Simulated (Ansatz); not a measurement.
Runs of Ansatz 0.2.0 on As. The structure is orthorhombic, space group Cmce (No. 64). The conventional cell has a = 3.650 Å, b = 11.000 Å, c = 4.470 Å, α = 90.00°, β = 90.00°, γ = 90.00°. As (site symmetry m) has 3 As at 2.48 to 2.49 Å as nearest neighbours. This isn't the form of As at room conditions, which is rhombohedral.

```tsv
task	level	spin	cutoff (eV)	points for each segment of the path	gap on the mesh (eV)	pressure (GPa)	largest force (eV/Å)
band structure	PBEsol	SOC, no magnetisation	420	14	-	-0.3	0.11
band structure	r2SCAN	off	500	14	-	(b)	(a)
band structure	LDA	off	420	14	none	-1.9	0.19
phonons	PBEsol	off	420	-	none	-	-
```

Alike in all rows: potentials or basis Ansatz PAW; cell as given; k mesh 8 × 8 × 6; smearing fermi-dirac 0.05 eV.

Q: Fill in the values left out.

A: (a) 0.38; (b) 1.4.

Caveats: the PAW data sets come from PBE, with cores solved anew for the run's functional, which leaves a small shift of forces and pressure; some modes are imaginary (some runs).

A k mesh can miss the band edges, and rows without SOC leave out spin-orbit coupling on As.

A gap of «none» marks a metal or a gap under the smearing width.
